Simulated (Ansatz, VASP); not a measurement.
**Ta2O5: VASP beside Ansatz**

One calculation is typed for both programs; each brings its own data sets. How far apart do they land? The cell is taken from a series of runs on this material, whose earlier steps may have relaxed, scaled, displaced or heated it; both programs get it as it stands.

Program: Ansatz 0.2.0. Level of theory: plane waves, with VASP 6.6.1 beside it; single point at HSE06. Results are calculated unless marked as measured.

### 1. The starting structure

It takes space group P2/m (No. 10, monoclinic). The conventional cell has a = 3.841 Å, b = 3.863 Å, c = 6.778 Å, α = 90.00°, β = 105.57°, γ = 90.00°. Ta has 6 O at 1.91 to 2.20 Å nearest. O has 2 Ta at 1.93 Å nearest. Nearest to O lie 3 Ta at 1.98 to 2.20 Å. Nearest to O lie 2 Ta at 1.91 Å. Farther neighbours and most contacts between anions are not listed.

### 2. Ansatz: single point, HSE06

Ansatz runs on its PAW soft_1 files.

A single point gives forces, pressure and levels at one fixed geometry, so differences don't come from the geometry; what else differs is listed under the comparison.

The input, input.yaml:

```yaml
crystal:
  lattice:
    - [3.8414080139, 0.0, 0.0]
    - [0.0, 3.86271575, 0.0]
    - [-1.8189421445, 0.0, 6.5289594201]
  atoms:
    - { symbol: Ta, position: [0.6486169001, 0.0, 0.7919423423] }
    - { symbol: Ta, position: [0.3513830999, 0.0, 0.2080576577] }
    - { symbol: O, position: [0.6602358819, 0.5, 0.7989628623] }
    - { symbol: O, position: [0.3397641181, 0.5, 0.2010371377] }
    - { symbol: O, position: [0.1894793452, 0.0, 0.8715181354] }
    - { symbol: O, position: [0.8105206548, 0.0, 0.1284818646] }
    - { symbol: O, position: [0.5, 0.0, 0.5] }
kpoints:
  mp_grid: { grid: [4, 4, 2] }
  band_path:
    path:
      - [0.0, 0.0, 0.0]
      - [0.0, 0.5, 0.0]
      - [0.0, 0.5, 0.5]
      - [0.0, 0.0, 0.5]
      - [-0.5, 0.0, 0.5]
      - [-0.5, 0.5, 0.5]
      - [-0.5, 0.5, 0.0]
      - [-0.5, 0.0, 0.0]
    npoints: 1
hamiltonian:
  xc: hse06
  pseudopotentials: { kind: paw, azcp: { folder: soft_1 } }
scf:
  occupations: { method: fixed }
  n_extra_bands: 6
output:
  eigenvalues: true
  write_density: true
  write_potential: true
  elf: true
  volumetric_format: npy
```

Command:

```sh
> ansatz run input.yaml --threads 3 --pin off --max-ram 92160MiB --backend cuda --events-out ev --progress --plain --runs-dir out --devices 1 --max-vram 13GiB
```

Numbers of over 12 decimals in the logs are rounded to 6 here.

Log:

```text
scf.n_extra_bands = 6 over 28 filled bands (N_el = 56.0): the run solves 34 bands
GPUs: using 1 of 1 available (devices: 1).
Engine: ansatz 0.2.0, x86_64-unknown-linux-gnu
Pseudopotentials: kind: paw
Pseudopotential: Ta, paw, valence charge 13, recommended cutoff 420 eV (normal), soft_1/Ta.paw.azcp
Pseudopotential: O, paw, valence charge 6, recommended cutoff 420 eV (normal), soft_1/O.paw.azcp
Functional definition: HSE06
  parameter a = 0.25
  parameter omega = 0.11/bohr
  exchange = pbe_x - a*pbe_x_sr(omega) + a*exact_x_sr(omega)
  correlation = pbe_c
davidson cushion auto → on  (no smearing: the cushion is to keep the highest requested band from converging to the state above it; pin scf.eigensolver.cushion to override)
device memory: the entry about to start is reckoned to put 1.3 GiB on a device that reports 37.7 GiB free (of which the cap on the GPU budget leaves the run 13.0 GiB)
GPU FFT provider: cuFFT
GPU libraries: cuBLAS 13.8.2, cuFFT 12.4.0, cuSOLVER 12.3.4
Crystal: 7 atoms, lattice volume = 96.878 Å³
Basis set: ecut = 420 eV, 1913 PW (Γ)
Bands: 34, of which v1, the nominal top of the filled ones, is band 28 counted from 1 (27 counted from 0)
Symmetry: 4 space group operations
Space group: P2/m (ITA 10), of the structure as read, at distance tolerance 4.6e-5 Å
k-points: 18 of 32
Non-local potential: Ta, projectors of the file, l = 0: 3, l = 1: 2, l = 2: 2, l = 3: 1
Non-local potential: O, projectors of the file, l = 0: 2, l = 1: 2, l = 2: 1
PAW form: soft (Blöchl's): semilocal exchange-correlation on the pseudo side does not see the compensation charge
PAW frozen core: Ta, regenerated for the run's functional, and the local potential with it (the file was generated under x = pbe(κ = 0.804, μ = 0.219515), c = pbe(β = 0.066725))
PAW frozen core: O, regenerated for the run's functional, and the local potential with it (the file was generated under x = pbe(κ = 0.804, μ = 0.219515), c = pbe(β = 0.066725))
PAW one-centre angular grid: Ta, 590 points (default); XC on 64 Gauss nodes
PAW one-centre angular grid: O, 110 points (default); XC on 96 Gauss nodes
Initial density: superposition of atomic densities (chi_scale 0.1, normalization cell, long waves kept (reshape's long-wave potential 0.02 eV rms))
Initial wavefunctions: pseudopotential atomic-orbital guess
GPU buffer pool allocated for 34992 grid points (all kernels)
GPU transforms: local potential and band sums: pruned to the plane-wave sphere, on 25×25×45
Functional: x = pbe(κ = 0.804, μ = 0.219515), c = pbe(β = 0.066725), warm-up for x = pbe(κ = 0.804, μ = 0.219515) + 0.25 (exact − pbe) at short range (hse, ω = 0.207870 Å⁻¹), c = pbe(β = 0.066725); HSE06 as pw.x's `hse` composes it (authors' and Libxc's form: `xc: wpbeh`)
SCF iter   1: F=—  HF=-22712.129291 eV  |F-HF|=—  |Δ(HF+E_count)|=         —  Δρ=7.64e-2  dr2=5.38e0  ethr=1.00e-1  ⟨swp⟩=3.7  Hψ=1922  notcnv=0
preconditioner: auto → none  [insulator: Δε(μ)=3.070 eV  Ē_g=11.707 eV  n_scr=26 (ndim 8)  ℏωp=23.9 eV  f_vac=0.087]
SCF iter   2: F=—  HF=-22711.702735 eV  |F-HF|=—  |Δ(HF+E_count)|=   4.27e-1  Δρ=6.41e-2  dr2=2.67e0  ethr=9.61e-3  ⟨swp⟩=3.9  Hψ=1771  notcnv=0
SCF iter   3: F=—  HF=-22711.173841 eV  |F-HF|=—  |Δ(HF+E_count)|=   5.29e-1  Δρ=2.02e-2  dr2=2.94e-1  ethr=4.76e-3  ⟨swp⟩=3.2  Hψ=1520  notcnv=0
SCF iter   4: F=—  HF=-22711.198956 eV  |F-HF|=—  |Δ(HF+E_count)|=   2.51e-2  Δρ=1.01e-2  dr2=8.09e-2  ethr=5.24e-4  ⟨swp⟩=3.0  Hψ=1504  notcnv=0
iter 5 solved again at ethr=5.45e-6 eV; its pass at ethr=1.44e-4 eV (dr2=3.05e-3 eV) is discarded
SCF iter   5: F=—  HF=-22711.189828 eV  |F-HF|=—  |Δ(HF+E_count)|=   9.13e-3  Δρ=2.59e-3  dr2=3.26e-3  ethr=5.45e-6  ⟨swp⟩=3.2  Hψ=2960  notcnv=0
SCF iter   6: F=-22711.190745 eV  HF=-22711.190719 eV  |F-HF|=2.53e-5  |Δ(HF+E_count)|=   8.91e-4  Δρ=6.78e-4  dr2=1.88e-4  ethr=5.45e-6  ⟨swp⟩=3.0  Hψ=1479  notcnv=0
SCF 1 stopped early in 6 iterations: F = -22711.190745 eV  dr2 = 1.88e-4
  greatest PAW one-centre occupation: 0.999 electrons in one spin orbital (limit 2), on the Ta atom at site 1 (counted from 0), in its partial waves of l = 0
device memory: the entry about to start is reckoned to put 1.7 GiB on a device that reports 37.6 GiB free (of which the cap on the GPU budget leaves the run 13.0 GiB)
GPU FFT provider: cuFFT
GPU libraries: cuBLAS 13.8.2, cuFFT 12.4.0, cuSOLVER 12.3.4
Initial density: handed on by an earlier stage of this run
Initial wavefunctions: those handed on with the density
GPU buffer pool allocated for 34992 grid points (all kernels)
GPU transforms: local potential and band sums: pruned to the plane-wave sphere, on 25×25×45
Functional: x = pbe(κ = 0.804, μ = 0.219515) + 0.25 (exact − pbe) at short range (hse, ω = 0.207870 Å⁻¹), c = pbe(β = 0.066725); HSE06 as pw.x's `hse` composes it (authors' and Libxc's form: `xc: wpbeh`)
Exchange kernel: α = 0.2500, screened, ω = 0.2079 Å⁻¹, Wigner–Seitz truncation, v(0) = 1023.6306 eV·Å³, q-mesh 4×4×2, nearest image of the exchange supercell L = 13.56 Å, pair-density grid 20×20×32, without the augmentation charges, whose exchange is taken in its separable form by FFT convolution over the k-point mesh (sized by the pseudopotential files, 25×25×45 at the most), smooth part of the exact exchange by density-matrix convolution in up to 1.92 GiB of GPU memory as planned if the GPU has room (build and FFT work areas not counted)
Frozen-core exchange: fock
SCF iter   1: F=—  HF=-22711.356804 eV  |F-HF|=—  |Δ(HF+E_count)|=         —  Δρ=1.35e-2  dr2=2.76e-1  ethr=3.37e-6  ⟨swp⟩=6.6  Hψ=3028  notcnv=0
preconditioner: auto → none  [insulator: Δε(μ)=3.989 eV  Ē_g=13.525 eV  n_scr=26 (ndim 8)  ℏωp=23.9 eV  f_vac=0.157]
SCF iter   2: F=—  HF=-22711.277902 eV  |F-HF|=—  |Δ(HF+E_count)|=   7.89e-2  Δρ=6.94e-3  dr2=4.46e-2  ethr=3.37e-6  ⟨swp⟩=5.0  Hψ=2618  notcnv=0
SCF iter   3: F=—  HF=-22711.295986 eV  |F-HF|=—  |Δ(HF+E_count)|=   1.81e-2  Δρ=3.25e-3  dr2=1.19e-2  ethr=3.37e-6  ⟨swp⟩=4.1  Hψ=2114  notcnv=0
SCF iter   4: F=—  HF=-22711.292939 eV  |F-HF|=—  |Δ(HF+E_count)|=   3.05e-3  Δρ=8.98e-4  dr2=6.53e-4  ethr=3.37e-6  ⟨swp⟩=4.0  Hψ=1814  notcnv=0
SCF iter   5: F=—  HF=-22711.295640 eV  |F-HF|=—  |Δ(HF+E_count)|=   2.70e-3  Δρ=1.48e-3  dr2=1.94e-3  ethr=6.49e-7  ⟨swp⟩=4.2  Hψ=2071  notcnv=0
SCF iter   6: F=—  HF=-22711.295250 eV  |F-HF|=—  |Δ(HF+E_count)|=   3.90e-4  Δρ=5.48e-4  dr2=3.90e-4  ethr=6.49e-7  ⟨swp⟩=4.0  Hψ=1923  notcnv=0
SCF iter   7: F=-22711.295144 eV  HF=-22711.295152 eV  |F-HF|=7.75e-6  |Δ(HF+E_count)|=   9.77e-5  Δρ=8.73e-5  dr2=1.88e-5  ethr=6.49e-7  ⟨swp⟩=3.0  Hψ=1488  notcnv=0
SCF 2 stopped early in 7 iterations: F = -22711.295144 eV  dr2 = 1.88e-5
  greatest PAW one-centre occupation: 1.001 electrons in one spin orbital (limit 2), on the Ta atom at site 1 (counted from 0), in its partial waves of l = 0
hybrid outer 1: dexx = +3.140e-2 eV, tail = 9.25e-5 eV
GPU FFT provider: cuFFT
GPU libraries: cuBLAS 13.8.2, cuFFT 12.4.0, cuSOLVER 12.3.4
GPU buffer pool allocated for 34992 grid points (all kernels)
GPU transforms: local potential and band sums: pruned to the plane-wave sphere, on 25×25×45
Exchange kernel: α = 0.2500, screened, ω = 0.2079 Å⁻¹, Wigner–Seitz truncation, v(0) = 1023.6306 eV·Å³, q-mesh 4×4×2, nearest image of the exchange supercell L = 13.56 Å, pair-density grid 20×20×32, without the augmentation charges, whose exchange is taken in its separable form by FFT convolution over the k-point mesh (sized by the pseudopotential files, 25×25×45 at the most), smooth part of the exact exchange by density-matrix convolution in up to 1.92 GiB of GPU memory as planned if the GPU has room (build and FFT work areas not counted)
Frozen-core exchange: fock
SCF iter   1: F=—  HF=-22711.294995 eV  |F-HF|=—  |Δ(HF+E_count)|=         —  Δρ=2.04e-4  dr2=3.62e-5  ethr=8.26e-7  ⟨swp⟩=3.0  Hψ=1406  notcnv=0
preconditioner: auto → none  [insulator: Δε(μ)=3.654 eV  Ē_g=13.266 eV  n_scr=26 (ndim 8)  ℏωp=23.9 eV  f_vac=0.161]
iter 2 solved again at ethr=1.64e-9 eV; its pass at ethr=6.18e-8 eV (dr2=9.18e-7 eV) is discarded
SCF iter   2: F=—  HF=-22711.294986 eV  |F-HF|=—  |Δ(HF+E_count)|=   9.03e-6  Δρ=4.05e-5  dr2=1.13e-6  ethr=1.64e-9  ⟨swp⟩=3.2  Hψ=3008  notcnv=0
SCF iter   3: F=—  HF=-22711.294987 eV  |F-HF|=—  |Δ(HF+E_count)|=   1.12e-6  Δρ=1.02e-5  dr2=1.35e-7  ethr=1.58e-9  ⟨swp⟩=4.4  Hψ=1798  notcnv=0  defer=1
SCF iter   4: F=-22711.294987 eV  HF=-22711.294987 eV  |F-HF|=3.70e-9  |Δ(HF+E_count)|=   2.94e-8  Δρ=2.50e-6  dr2=1.06e-8  ethr=1.70e-10  ⟨swp⟩=3.0  Hψ=1554  notcnv=0
SCF 3 converged in 4 iterations: F = -22711.294987 eV  dr2 = 1.06e-8
hybrid outer 2: dexx = +1.626e-6 eV, tail = 4.26e-8 eV, Δε = 5.24e-3 eV (about 1.38e-4 eV left of the loop's levels)
the search or the solves at the SCF's close seem to have found levels that the self-consistency loop had missed (the run counts 3). By its estimate they hold under 1e-12 electrons; where the run keeps them, the occupations were computed again with them
device memory: the entry about to start is reckoned to put 0.5 GiB on a device that reports 50.1 GiB free (of which the cap on the GPU budget leaves the run 13.0 GiB)
NSCF: frozen V_eff on 8 k-points
hybrid SCF converged: 2 outer / 11 inner (+6 warm-up), last move |dexx| = 1.63e-6 eV, tail = 4.26e-8 eV
Stability not checked: this state was not tested for a lower state beside it, because the functional holds exact exchange (a hybrid, or Hartree-Fock), whose exchange loop this test does not read (fock_operator; see scf.lower_state_search)
Free energy (F): -22711.294987 eV
Frozen-core exchange: fock
Harris-Foulkes:  -22711.294987 eV  (|F-HF|=3.70e-9)
Internal energy: -22711.294987 eV  (E = F + TS)
E sigma→0 (E₀):  -22711.294987 eV
Fermi energy:    5.945530 eV
--- Per-component energies (eV) ---
  E_band       = -666.400502
  E_kinetic    = 1615.694236
  E_local      = -4404.500468  (includes V_loc(G=0)·N_el)
  E_nonlocal   = 242.865420
  E_hartree    = 1667.549760
  E_xc         = -791.130263
  E_vxc        = -727.346161  (∫ρ·V_xc dr)
  E_exx        = -169.177618  (= α·E_x^exact, valence–valence)
  E_paw        = -17458.932303  (= ΣΔE_a)
  E_vpaw       = -389.862262  (= ΣTr[D̂ρ^β])
  E_aug_tail   = 0.004067  (compensation charges beyond the density's cutoff)
  E_ewald      = -3406.827367
  E_core_change = -6.840451  (= ΣΔE_core)
  E_smearing   = -0.000000  (= −TS)
  E_closure    = -0.000000  (closes the sum)
  Σ components = -22711.294987   (vs F -22711.294987, Δ=-3.64e-12)
--- Band table (eV; the first three rows and the last of 18) ---
  k-point 0: bands = [... 24 lower, 4.8888, 5.1378, 5.2388, 5.3740, 9.6427, 10.0803, 10.2475, 11.8690, ... 2 higher]
  k-point 1: bands = [... 24 lower, 4.9013, 5.0687, 5.0770, 5.1849, 9.6010, 10.1276, 10.1605, 11.7517, ... 2 higher]
  k-point 2: bands = [... 24 lower, 3.9200, 4.4507, 4.5090, 5.2803, 11.3396, 11.7699, 11.8518, 12.0033, ... 2 higher]
  k-point 17: bands = [... 24 lower, 3.8722, 5.2369, 5.8072, 5.9455, 10.6897, 12.6455, 13.2229, 13.9134, ... 2 higher]
```

The column dr2 measures how far the density is from self-consistency, as an energy; F and HF (Harris–Foulkes) agree once it is small.

### 3. VASP: single point, HSE06

The same cell, functional and mesh now go to VASP, with its own data sets.

Lines of VASP's logs that name or quote its potential files are left out, and so is its time.

The run reads the wave functions of an earlier VASP run, which isn't shown here.

The input, INCAR:

```
SYSTEM = Ta2O5
PREC = Accurate
ENCUT = 520
EDIFF = 1E-06
NELM = 100
ISMEAR = 0
SIGMA = 0.01
LREAL = .FALSE.
ALGO = Normal
LHFCALC = .TRUE.
AEXX = 0.25
GGA = PE
HFSCREEN = 0.208
LASPH = .TRUE.
NBANDS = 33
PRECFOCK = Fast
LORBIT = 11
LWAVE = .FALSE.
LCHARG = .FALSE.
KPAR = 4
NCORE = 2
ISIF = 2
```

The input, POSCAR:

```
Ta2O5
1.0
    3.8414080139      0.0000000000      0.0000000000
    0.0000000000      3.8627157500      0.0000000000
   -1.8189421445      0.0000000000      6.5289594201
Ta O
2 5
Direct
    0.6486169001      0.0000000000      0.7919423423
    0.3513830999      0.0000000000      0.2080576577
    0.6602358819      0.5000000000      0.7989628623
    0.3397641181      0.5000000000      0.2010371377
    0.1894793452      0.0000000000      0.8715181354
    0.8105206548      0.0000000000      0.1284818646
    0.5000000000      0.0000000000      0.5000000000
```

The input, KPOINTS:

```
Automatic mesh
0
Gamma
4 4 2
0 0 0
```

PAW data sets: Ta_pv and O (PBE family, release 64).

Command:

```sh
> mpirun -np 8 vasp_std
```

Log:

```text
[banner, memory and clock lines left out]
running    8 mpi-ranks, on    1 nodes
 distrk:  each k-point on    2 cores,    4 groups
 distr:  one band on    2 cores,    1 groups

 POSCAR found type information on POSCAR TaO
 POSCAR found :  2 types and       7 ions
 LDA part: xc-table for (Slater+PW92), standard interpolation
 found WAVECAR, reading the header
 POSCAR, INCAR and KPOINTS ok, starting setup
 FFT: planning ... GRIDC
 FFT: planning ... GRID_SOFT
 FFT: planning ... GRID
 reading WAVECAR
 the WAVECAR file was read successfully
 initial charge from wavefunction
 entering main loop
       N       E                     dE             d eps       ncg     rms          rms(c)
DAV:   1    -0.826621012305E+02   -0.82662E+02   -0.14597E+00  1306   0.951E+00    0.371E+00
DAV:   2    -0.826117874526E+02    0.50314E-01   -0.20521E-01  1310   0.379E+00    0.181E+00
DAV:   3    -0.826051327555E+02    0.66547E-02   -0.40918E-02  1365   0.141E+00    0.823E-01
DAV:   4    -0.826027528318E+02    0.23799E-02   -0.67515E-03  1372   0.537E-01    0.407E-01
DAV:   5    -0.826022466244E+02    0.50621E-03   -0.26293E-03  1317   0.285E-01    0.202E-01
DAV:   6    -0.826021718854E+02    0.74739E-04   -0.17489E-04  1443   0.101E-01    0.103E-01
DAV:   7    -0.826021480688E+02    0.23817E-04   -0.54201E-05  1418   0.533E-02    0.549E-02
DAV:   8    -0.826021465266E+02    0.15421E-05   -0.83288E-06  1470   0.227E-02    0.325E-02
DAV:   9    -0.826021465472E+02   -0.20580E-07   -0.36961E-06  1159   0.149E-02
   1 F= -.82602147E+02 E0= -.82602147E+02  d E =-.540787E-80
```

(Part 1 of 2 ends here.)

[Lines on the potential files, build, host, timing and source positions are cut from VASP's logs without a mark.]

[Logs are printed without paths, hosts, clocks, repeated set-up lines and the standing remarks that a program may print on its own settings, such as how far it seeks lower states.]

[Hosts, paths, dates, database ids (printed as entryN), source tags and the programs' standing remarks are cut or masked in the printed files.]
